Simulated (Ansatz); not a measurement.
# CaSe: single points about a listed cell

A set of self-consistent runs on CaSe under further strains and shifts, swapped elements, distortions that keep the symmetry, to map its energy surface near the listed cell.

The COD entry's cell or inner coordinates are ideal or old and differ from later refinements, so a difference from it is no clean test against experiment.

Computed with Ansatz 0.2.0 (DFT PBEsol, scalar-relativistic, plane waves, PAW, unless a step's input says otherwise).

1 further run of the same task is left out (set aside as unsound or not needed).

## 1. The structure to begin with

Symmetry: Fm-3m, No. 225, cubic system. Conventional cell: a = 5.912 Å, b = 5.912 Å, c = 5.912 Å, α = 90.00°, β = 90.00°, γ = 90.00°. Around Ca (site symmetry m-3m) lie 6 Se at 2.96 Å. Around Se (site symmetry m-3m) lie 6 Ca at 2.96 Å.

Structure file:

```
Ca Se
1.0
     0.00000    2.95600    2.95600
     2.95600    0.00000    2.95600
     2.95600    2.95600    0.00000
Ca Se
1 1
Direct
  0.00000 0.00000 0.00000
  0.50000 0.50000 0.50000
```

The structure comes from the Crystallography Open Database.

## 2. Substitution of an element, cell strained: Ca → Mg, first probe

Against the listed cell: Mg takes all sites of Ca, and lengths are scaled by 0.929 as a first guess of the size; strain xx, yy, zz, yz, xz, xy = -2.3, -2.3, -2.3, +0.0, +0.0, +0.0 %.

The input, input.yaml:

```yaml
crystal:
  lattice:
    - [0.0, 2.6843001588, 2.6843001588]
    - [2.6843001588, 0.0, 2.6843001588]
    - [2.6843001588, 2.6843001588, 0.0]
  atoms:
    - { symbol: Mg, position: [0.0, 0.0, 0.0] }
    - { symbol: Se, position: [0.5, 0.5, 0.5] }
basis:
  ecutwfc: 420
kpoints:
  mp_grid: { grid: [6, 6, 6] }
hamiltonian:
  xc: pbesol
scf:
  occupations: { method: gaussian, width: 0.1 }
output:
  forces: true
  stress: true
  eigenvalues: true
```

Started as:

```console
ansatz run input.yaml --threads 1 --pin off --max-ram 1331MiB --backend cpu --events-out ev --progress --plain --runs-dir out
```

## 3. One element swapped, cell strained: Ca → Mg

Edit input.yaml of step 2 so:

```diff
@@ -11,3 +11,3 @@
 kpoints:
-  mp_grid: { grid: [6, 6, 6] }
+  mp_grid: { grid: [10, 10, 10] }
 hamiltonian:
@@ -15,3 +15,3 @@
 scf:
-  occupations: { method: gaussian, width: 0.1 }
+  occupations: { method: gaussian, width: 0.02 }
 output:
```

## 4. A distortion of lower symmetry

The input, input.yaml:

```yaml
crystal:
  lattice:
    - [0.0, 2.84881544, 3.11485544]
    - [2.84881544, 0.0, 3.11485544]
    - [2.84881544, 2.84881544, 0.0]
  atoms:
    - { symbol: Ca, position: [0.0, 0.0, 0.0] }
    - { symbol: Se, position: [0.5, 0.5, 0.5] }
basis:
  ecutwfc: 420
kpoints:
  mp_grid: { grid: [8, 8, 8] }
hamiltonian:
  xc: pbesol
scf:
  occupations: { method: gaussian, width: 0.02 }
output:
  forces: true
  stress: true
  eigenvalues: true
```

## 5. A distortion that keeps the symmetry

Edit input.yaml of step 4 so:

```diff
@@ -2,5 +2,5 @@
   lattice:
-    - [0.0, 2.84881544, 3.11485544]
-    - [2.84881544, 0.0, 3.11485544]
-    - [2.84881544, 2.84881544, 0.0]
+    - [0.0, 3.01192752, 3.01192752]
+    - [3.01192752, 0.0, 3.01192752]
+    - [3.01192752, 3.01192752, 0.0]
   atoms:
```

## 6. A distortion that keeps the symmetry

Edit input.yaml of step 5 so:

```diff
@@ -2,5 +2,5 @@
   lattice:
-    - [0.0, 3.01192752, 3.01192752]
-    - [3.01192752, 0.0, 3.01192752]
-    - [3.01192752, 3.01192752, 0.0]
+    - [0.0, 2.89868316, 2.89868316]
+    - [2.89868316, 0.0, 2.89868316]
+    - [2.89868316, 2.89868316, 0.0]
   atoms:
```

## 7. A distortion that keeps the symmetry

Edit input.yaml of step 6 so:

```diff
@@ -2,5 +2,5 @@
   lattice:
-    - [0.0, 2.89868316, 2.89868316]
-    - [2.89868316, 0.0, 2.89868316]
-    - [2.89868316, 2.89868316, 0.0]
+    - [0.0, 3.07568844, 3.07568844]
+    - [3.07568844, 0.0, 3.07568844]
+    - [3.07568844, 3.07568844, 0.0]
   atoms:
```

What does the calculation give? Wanted: for each run, case; energy; pressure; largest force.

As calculated:

```
step                                         case  energy (meV/atom)  pressure (GPa)  largest force (eV/Å)  gap on the mesh (eV)
   3  one element swapped, cell strained: Ca → Mg                n/a             3.2                  0.00                  1.85
   4               a distortion of lower symmetry               +0.0             0.9                  0.00                  1.86
   5         a distortion that keeps the symmetry              -14.0            -3.5                  0.00                  2.06
   6         a distortion that keeps the symmetry              -32.2             2.1                  0.00                  1.78
   7         a distortion that keeps the symmetry              +36.3            -5.5                  0.00                  2.18
```

Energies are counted from step 4, with the smearing taken to zero. Other atoms or functionals have another zero of energy (n/a). 

**Reading.** The pressure is 2.1 GPa in the smallest cell and -5.5 GPa in the largest; between them shape and moved atoms count too. Among the distorted cells of the listed formula and level the gap runs from 1.78 eV to 2.18 eV.

These are semilocal Kohn-Sham gaps, which aren't the measured quantity. Such gaps usually fall short of the measured ones.
